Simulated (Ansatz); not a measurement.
# Te (C2/m) in Ansatz: reference runs

Aim: a first look at Te with PBE, on the cell as given and on a disturbed one.

All numbers are computed with Ansatz 0.2.0; they aren't measurements. Logs are shortened: lines on timing, memory, paths and dates and some standing lists are left out, and cuts for length are marked.

**1. Starting point**

It takes space group C2/m (No. 12, monoclinic). Conventional cell: a = 7.641 Å, b = 4.296 Å, c = 5.977 Å, α = 90.00°, β = 90.90°, γ = 90.00°. Around Te (site symmetry 2/m) lie 6 Te at 3.09 to 3.31 Å. Te (site symmetry m) has 6 Te at 3.03 to 3.47 Å as nearest neighbours.

This isn't the form of Te at room conditions, which is trigonal, of chains.

**2. Single point, PBE**

input.yaml reads:

```yaml
crystal:
  lattice:
    - [3.8202894285, -2.1482026, 0.0]
    - [3.8202894285, 2.1482026, 0.0]
    - [-0.0942908673, 0.0, 5.9760906531]
  atoms:
    - { symbol: Te, position: [0.0, 0.0, 0.0] }
    - { symbol: Te, position: [0.30944661, 0.30944661, 0.33880949] }
    - { symbol: Te, position: [0.69055339, 0.69055339, 0.66119051] }
hamiltonian:
  xc: pbe
  pseudopotentials: { kind: paw }
kpoints:
  mp_grid: { grid: [7, 7, 5] }
scf:
  occupations: { method: fermi_dirac, width: 0.05 }
output:
  forces: true
  stress: true
  eigenvalues: true
```

Potentials or basis: Ansatz PAW.

Run with:

```sh
$ ansatz run input.yaml --threads 2 --pin off --max-ram 5120MiB --backend cpu --events-out ev --progress --plain --runs-dir out
```

Standard output:

```text
Warning: RAYON_NUM_THREADS=2 ignored (pool sized by the plan → 2); use --threads N
Engine: ansatz 0.2.0, x86_64-unknown-linux-gnu
Pseudopotentials: kind: paw
Pseudopotential: Te, paw, valence charge 16, recommended cutoff 420 eV (normal), Te.paw.azcp
Functional definition: PBE
  parameter kappa = 0.804
  parameter beta = 0.06672455060314922
  exchange = pbe_x(kappa = kappa, mu = beta*pi^2/3)
  correlation = pbe_c(beta = beta)
Crystal: 3 atoms, lattice volume = 98.089 Å³
Basis set: ecut = 420 eV, 1937 PW (Γ), exchange–correlation on 60×60×80 points (8 copies of the dense FFT grid, shifted against one another)
Bands: 29, of which v1, the nominal top of the filled ones, is band 24 counted from 1 (23 counted from 0)
Symmetry: 4 space group operations
Space group: C2/m (ITA 12), of the structure as read, at distance tolerance 4.6e-5 Å
k-points: 72 of 245
Non-local potential: Te, projectors of the file, l = 0: 2, l = 1: 2, l = 2: 2, l = 3: 2
PAW form: soft (Blöchl's): semilocal exchange-correlation on the pseudo side does not see the compensation charge
PAW one-centre angular grid: Te, 590 points (default); XC on 64 Gauss nodes
Initial density: superposition of atomic densities (neutral atoms: chi_scale 0, normalization atom), corrected by the library's trained network
Initial wavefunctions: pseudopotential atomic-orbital guess
Functional: x = pbe(κ = 0.804, μ = 0.2195149727645171), c = pbe(β = 0.06672455060314922)
SCF iter   1: F=—  HF=-20939.742809 eV  |F-HF|=—  |Δ(HF+E_count)|=         —  Δρ=2.10e-3  dr2=5.60e-3  ethr=1.77e-3  ⟨swp⟩=7.4  Hψ=9526  notcnv=0
preconditioner: auto → LDOS  [metal: Δε(μ)=0.046 eV  Ē_g=8.548 eV  σ=0.050 eV  W_gap=0.22  n_scr=22 (ndim 8)  ℏωp=15.9 eV  f_vac=0.016  D(μ)=0.79/eV (n_scr^D=2)  β→1.0]
SCF iter   2: F=—  HF=-20939.740418 eV  |F-HF|=—  |Δ(HF+E_count)|=   2.39e-3  Δρ=1.33e-3  dr2=3.01e-3  ethr=1.17e-5  ⟨swp⟩=2.0  Hψ=4743  notcnv=0  defer=10
SCF iter   3: F=—  HF=-20939.739391 eV  |F-HF|=—  |Δ(HF+E_count)|=   1.03e-3  Δρ=3.18e-4  dr2=1.35e-4  ethr=6.27e-6  ⟨swp⟩=2.0  Hψ=3854  notcnv=0  defer=10
SCF iter   4: F=—  HF=-20939.739363 eV  |F-HF|=—  |Δ(HF+E_count)|=   2.80e-5  Δρ=6.33e-5  dr2=6.15e-6  ethr=2.82e-7  ⟨swp⟩=2.0  Hψ=3809  notcnv=0  defer=10
SCF iter   5: F=—  HF=-20939.739372 eV  |F-HF|=—  |Δ(HF+E_count)|=   9.62e-6  Δρ=2.22e-5  dr2=5.28e-7  ethr=1.28e-8  ⟨swp⟩=2.0  Hψ=3835  notcnv=0  defer=10
SCF iter   6: F=-20939.739372 eV  HF=-20939.739372 eV  |F-HF|=1.07e-8  |Δ(HF+E_count)|=   9.33e-8  Δρ=6.43e-6  dr2=4.11e-8  ethr=2.08e-10  ⟨swp⟩=7.3  Hψ=9070  notcnv=0
SCF 1 converged in 6 iterations: F = -20939.739372 eV  dr2 = 4.11e-8
SCF converged after 6 iterations
Free energy (F): -20939.739372 eV
Harris-Foulkes:  -20939.739372 eV  (|F-HF|=1.07e-8)
Internal energy: -20939.732338 eV  (E = F + TS)
E sigma→0 (E₀):  -20939.735855 eV
Entropy (-TS):   -0.007034 eV (-2.345 meV/atom)
Fermi energy:    9.406914 eV
--- Per-component energies (eV) ---
  E_band       = -773.242820
  E_kinetic    = 539.695797
  E_local      = -3647.081530  (includes V_loc(G=0)·N_el)
  E_nonlocal   = -931.603574
  E_hartree    = 2357.338231
  E_xc         = -372.177856
  E_vxc        = -311.336620  (∫ρ·V_xc dr)
  E_paw        = -13985.556975  (= ΣΔE_a)
  E_vpaw       = -1137.591396  (= ΣTr[D̂ρ^β])
  E_aug_tail   = -0.000593  (compensation charges beyond the density's cutoff)
  E_ewald      = -4900.345838
  E_smearing   = -0.007034  (= −TS)
  E_closure    = 0.000000  (closes the sum)
  Σ components = -20939.739372   (vs F -20939.739372, Δ=0.00e0)
--- Forces (eV/Å), atoms counted from 1 ---
  atom   1  Te     0.00000000     0.00000000     0.00000000
  atom   2  Te     0.09804513    -0.00000000    -0.04235189
  atom   3  Te    -0.09804513     0.00000000     0.04235189
  max |Σ_I F_I| component: 1.39e-17 eV/Å
--- Stress (GPa, compression-positive) ---
        0.589388       0.000000      -0.011780
        0.000000       0.767299      -0.000000
       -0.011780      -0.000000       0.512197
  P = ⅓ Tr σ = 0.6230 GPa (6.230 kbar)
--- Band table (eV; the first three rows and the last of 72) ---
  k-point 0: bands = ["-28.1449", "-28.1227", "-28.0937", "-28.0661", "-28.0483", "-28.0483", "-28.0369", "-28.0270", "-28.0245", "-27.9929", "-27.8789", "-27.8646", "-27.8275", "-27.7169", "-27.7167", "-4.3013", "-1.1087", "-0.9689", "6.6467", "6.6748", "7.1417", "7.3573", "7.7349", "7.9445", "10.3452", "10.3756", "10.9257", "14.1554", "14.5663"]
  k-point 1: bands = ["-28.1445", "-28.1227", "-28.0936", "-28.0665", "-28.0502", "-28.0447", "-28.0372", "-28.0265", "-28.0242", "-27.9960", "-27.8779", "-27.8646", "-27.8275", "-27.7169", "-27.7166", "-4.1643", "-2.1152", "0.0742", "6.3151", "6.6736", "6.7995", "7.8530", "7.9954", "8.0911", "10.0213", "10.0379", "10.5203", "13.6063", "14.9220"]
  k-point 2: bands = ["-28.1439", "-28.1229", "-28.0935", "-28.0672", "-28.0510", "-28.0405", "-28.0377", "-28.0256", "-28.0238", "-28.0016", "-27.8765", "-27.8647", "-27.8275", "-27.7169", "-27.7165", "-3.7761", "-2.9953", "0.8974", "5.7082", "6.6730", "6.7579", "8.1180", "8.4591", "8.7436", "9.4114", "9.4622", "9.7614", "13.2377", "14.4277"]
  k-point 71: bands = ["-28.1411", "-28.1211", "-28.0950", "-28.0719", "-28.0474", "-28.0382", "-28.0337", "-28.0260", "-28.0187", "-28.0034", "-27.8843", "-27.8647", "-27.8275", "-27.7168", "-27.7165", "-2.7175", "-1.7657", "-1.2729", "3.6396", "4.7173", "5.4540", "7.0878", "8.3405", "8.6196", "10.4602", "10.6079", "11.6976", "13.6019", "14.9458"]
```

Run time: 2.4 s. Hardware: 2 threads of Intel Xeon 6975P-C (Granite Rapids), shared host; peak memory 0.5 GiB.

What came out:

```yaml
Free_energy: -20939.7394 eV
Pressure: 0.6 GPa
Largest_force: 0.107 eV/Å
```

Forces in eV/Å, atoms in the order of the input:
```
Te   0.000  0.000  0.000
Te   0.098  0.000 -0.042
Te  -0.098  0.000  0.042
```

Stress tensor (GPa, compression positive):
```
 0.59  0.00 -0.01
 0.00  0.77  0.00
-0.01  0.00  0.51
```

**3. Single point, PBE (atoms moved at random, drawn with an rms of 0.05 Å)**

input.yaml: that of step 2 with these lines changed.

```diff
@@ -6,5 +6,5 @@
   atoms:
-    - { symbol: Te, position: [0.0, 0.0, 0.0] }
-    - { symbol: Te, position: [0.30944661, 0.30944661, 0.33880949] }
-    - { symbol: Te, position: [0.69055339, 0.69055339, 0.66119051] }
+    - { symbol: Te, position: [-0.000901, 0.001921, 0.005234] }
+    - { symbol: Te, position: [0.311089, 0.30452, 0.338354] }
+    - { symbol: Te, position: [0.69631, 0.68038, 0.662511] }
 hamiltonian:
```

Potentials or basis: Ansatz PAW.

Run with:

```sh
$ ansatz run input.yaml --threads 2 --pin off --max-ram 5120MiB --backend cpu --events-out ev --progress --plain --runs-dir out
```

Standard output:

```text
Warning: RAYON_NUM_THREADS=2 ignored (pool sized by the plan → 2); use --threads N
Engine: ansatz 0.2.0, x86_64-unknown-linux-gnu
Pseudopotentials: kind: paw
Pseudopotential: Te, paw, valence charge 16, recommended cutoff 420 eV (normal), Te.paw.azcp
Functional definition: PBE
  parameter kappa = 0.804
  parameter beta = 0.06672455060314922
  exchange = pbe_x(kappa = kappa, mu = beta*pi^2/3)
  correlation = pbe_c(beta = beta)
Crystal: 3 atoms, lattice volume = 98.089 Å³
Basis set: ecut = 420 eV, 1937 PW (Γ), exchange–correlation on 60×60×80 points (8 copies of the dense FFT grid, shifted against one another)
Bands: 29, of which v1, the nominal top of the filled ones, is band 24 counted from 1 (23 counted from 0)
Symmetry: 1 space group operations
Space group: P1 (ITA 1), of the structure as read, at distance tolerance 4.6e-5 Å
k-points: 123 of 245 (time reversal used)
Non-local potential: Te, projectors of the file, l = 0: 2, l = 1: 2, l = 2: 2, l = 3: 2
PAW form: soft (Blöchl's): semilocal exchange-correlation on the pseudo side does not see the compensation charge
PAW one-centre angular grid: Te, 590 points (default); XC on 64 Gauss nodes
Initial density: superposition of atomic densities (neutral atoms: chi_scale 0, normalization atom), corrected by the library's trained network
Initial wavefunctions: pseudopotential atomic-orbital guess
Functional: x = pbe(κ = 0.804, μ = 0.2195149727645171), c = pbe(β = 0.06672455060314922)
SCF iter   1: F=—  HF=-20939.743349 eV  |F-HF|=—  |Δ(HF+E_count)|=         —  Δρ=2.09e-3  dr2=5.55e-3  ethr=1.77e-3  ⟨swp⟩=7.5  Hψ=16335  notcnv=0
preconditioner: auto → LDOS  [metal: Δε(μ)=0.008 eV  Ē_g=8.547 eV  σ=0.050 eV  W_gap=0.04  n_scr=22 (ndim 8)  ℏωp=15.9 eV  f_vac=0.017  D(μ)=0.80/eV (n_scr^D=2)  β→1.0]
SCF iter   2: F=—  HF=-20939.741007 eV  |F-HF|=—  |Δ(HF+E_count)|=   2.34e-3  Δρ=1.34e-3  dr2=3.12e-3  ethr=1.16e-5  ⟨swp⟩=2.0  Hψ=8102  notcnv=0  defer=18
SCF iter   3: F=—  HF=-20939.739954 eV  |F-HF|=—  |Δ(HF+E_count)|=   1.05e-3  Δρ=3.16e-4  dr2=1.40e-4  ethr=6.51e-6  ⟨swp⟩=2.0  Hψ=6563  notcnv=0  defer=18
SCF iter   4: F=—  HF=-20939.739928 eV  |F-HF|=—  |Δ(HF+E_count)|=   2.69e-5  Δρ=6.85e-5  dr2=7.50e-6  ethr=2.92e-7  ⟨swp⟩=2.0  Hψ=6506  notcnv=0  defer=18
SCF iter   5: F=—  HF=-20939.739946 eV  |F-HF|=—  |Δ(HF+E_count)|=   1.88e-5  Δρ=2.36e-5  dr2=5.81e-7  ethr=1.56e-8  ⟨swp⟩=2.0  Hψ=5935  notcnv=0  defer=18
SCF iter   6: F=-20939.739947 eV  HF=-20939.739947 eV  |F-HF|=2.03e-8  |Δ(HF+E_count)|=   7.97e-8  Δρ=6.74e-6  dr2=4.04e-8  ethr=2.08e-10  ⟨swp⟩=7.4  Hψ=15542  notcnv=0
SCF 1 converged in 6 iterations: F = -20939.739947 eV  dr2 = 4.04e-8
SCF converged after 6 iterations
Free energy (F): -20939.739947 eV
Harris-Foulkes:  -20939.739947 eV  (|F-HF|=2.03e-8)
Internal energy: -20939.732888 eV  (E = F + TS)
E sigma→0 (E₀):  -20939.736417 eV
Entropy (-TS):   -0.007058 eV (-2.353 meV/atom)
Fermi energy:    9.404202 eV
--- Per-component energies (eV) ---
  E_band       = -773.225129
  E_kinetic    = 539.688472
  E_local      = -3646.777216  (includes V_loc(G=0)·N_el)
  E_nonlocal   = -931.604362
  E_hartree    = 2357.197702
  E_xc         = -372.173728
  E_vxc        = -311.331396  (∫ρ·V_xc dr)
  E_paw        = -13985.558070  (= ΣΔE_a)
  E_vpaw       = -1137.593568  (= ΣTr[D̂ρ^β])
  E_aug_tail   = -0.000589  (compensation charges beyond the density's cutoff)
  E_ewald      = -4900.505098
  E_smearing   = -0.007058  (= −TS)
  E_closure    = 0.000000  (closes the sum)
  Σ components = -20939.739947   (vs F -20939.739947, Δ=0.00e0)
--- Forces (eV/Å), atoms counted from 1 ---
  atom   1  Te     0.04249773    -0.02568443    -0.03406443
  atom   2  Te     0.07507574     0.04499432     0.00633956
  atom   3  Te    -0.11755850    -0.01930711     0.02773253
  max |Σ_I F_I| component: 1.50e-5 eV/Å
--- Stress (GPa, compression-positive) ---
        0.599348      -0.017421       0.051515
       -0.017421       0.737157       0.028471
        0.051516       0.028471       0.491488
  P = ⅓ Tr σ = 0.6093 GPa (6.093 kbar)
--- Band table (eV; the first three rows and the last of 123) ---
  k-point 0: bands = ["-28.1553", "-28.1460", "-28.0939", "-28.0762", "-28.0675", "-28.0508", "-28.0337", "-27.9808", "-27.9667", "-27.9475", "-27.8910", "-27.8812", "-27.8436", "-27.7367", "-27.7351", "-4.2985", "-1.1106", "-0.9679", "6.6234", "6.7160", "7.1354", "7.3593", "7.7316", "7.9347", "10.3515", "10.3705", "10.9284", "14.1714", "14.5508"]
  k-point 1: bands = ["-28.1551", "-28.1460", "-28.0938", "-28.0760", "-28.0670", "-28.0507", "-28.0341", "-27.9809", "-27.9667", "-27.9496", "-27.8895", "-27.8812", "-27.8437", "-27.7366", "-27.7351", "-4.1611", "-2.1163", "0.0738", "6.3136", "6.6934", "6.7925", "7.8545", "7.9943", "8.0816", "10.0135", "10.0445", "10.5230", "13.6073", "14.9119"]
  k-point 2: bands = ["-28.1547", "-28.1461", "-28.0938", "-28.0757", "-28.0660", "-28.0507", "-28.0348", "-27.9813", "-27.9667", "-27.9527", "-27.8872", "-27.8812", "-27.8437", "-27.7366", "-27.7349", "-3.7701", "-2.9992", "0.8969", "5.7084", "6.6967", "6.7420", "8.1282", "8.4498", "8.7407", "9.3905", "9.4806", "9.7609", "13.2376", "14.4194"]
  k-point 122: bands = ["-28.1445", "-28.1427", "-28.0936", "-28.0773", "-28.0729", "-28.0519", "-28.0350", "-27.9803", "-27.9661", "-27.9476", "-27.8932", "-27.8813", "-27.8439", "-27.7366", "-27.7351", "-2.4343", "-2.2037", "-1.0365", "4.1416", "4.6340", "5.8186", "6.4520", "6.8550", "8.7565", "9.7996", "11.8558", "12.0551", "12.7774", "16.1830"]
```

Run time: 6.4 s. Hardware: 2 threads of Intel Xeon 6975P-C (Granite Rapids), shared host; peak memory 0.56 GiB.

What came out:

```
Free energy            : -20939.7399 eV
Pressure               : 0.6 GPa
Largest force          : 0.122 eV/Å
Band gap on the k mesh : none (metal or under the smearing width)
```

Forces in eV/Å, atoms in the order of the input:
```
Te   0.042 -0.026 -0.034
Te   0.075  0.045  0.006
Te  -0.118 -0.019  0.028
```

Stress tensor (GPa, compression positive):
```
 0.60 -0.02  0.05
-0.02  0.74  0.03
 0.05  0.03  0.49
```
